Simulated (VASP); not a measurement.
**SnSe: relaxation of the atoms with PBE**

Crystal: SnSe.

```
Sn Se
1.0
     3.61033    0.00000    0.00000
     0.00000    3.61033    0.00000
     0.00000    0.00000    3.61033
Sn Se
1 1
Direct
  0.50000 0.50000 0.50000
  0.00000 0.00000 0.00000
```

Measurements of this composition are mostly on another form, of space group No. 62.

The cell isn't the ideal one: a relaxed cell with its volume scaled by 0.94.

```
Program                : VASP 6.6.1
Task                   : relaxation of the atoms
Functional             : PBE
Potentials or basis    : VASP PAW PBE potentials, release 64 (Sn_d, Se)
Cutoff                 : 600 eV
k mesh                 : 8 × 8 × 8
Occupations            : gaussian, width 0.03 eV
Spin                   : no spin polarisation
Further INCAR settings : ALGO = Normal; EDIFF = 1e-07; IBRION = 2; EDIFFG = -0.01; NSW = 40
```

* Pressure after relaxing: 3.6 GPa
* Band gap on the k mesh: none (metal or under the smearing width)

Final structure:
```cif
data_structure
_symmetry_space_group_name_H-M 'P 1'
_symmetry_Int_Tables_number 1
_cell_length_a 3.6103
_cell_length_b 3.6103
_cell_length_c 3.6103
_cell_angle_alpha 90.000
_cell_angle_beta 90.000
_cell_angle_gamma 90.000
_cell_volume 47.06
loop_
_atom_site_label
_atom_site_type_symbol
_atom_site_fract_x
_atom_site_fract_y
_atom_site_fract_z
_atom_site_occupancy
Sn1 Sn 0.50000 0.50000 0.50000 1
Se1 Se 0.00000 0.00000 0.00000 1
```

Levels at points of the mesh, in eV from the Fermi level:
```csv
k point,band 8,band 9,band 10,band 11,band 12,band 13
"(0.00, 0.00, 0.00)",-2.02,-2.02,-2.02,4.27,4.27,6.44
"(0.50, 0.00, 0.00)",-0.65,-0.65,-0.05,0.60,3.17,3.17
"(0.50, 0.50, 0.00)",-5.34,-5.34,-0.21,4.29,4.29,4.99
"(0.50, 0.50, 0.50)",-3.23,-3.23,-3.23,-1.26,-1.26,-1.26
```

Run time: 12 s on 1 thread of Intel(R) Xeon(R) 6975P-C (Granite Rapids), on a shared host, peak memory 0.18 GiB.

Caveat: the relaxation stopped at its first step, so nothing moved.
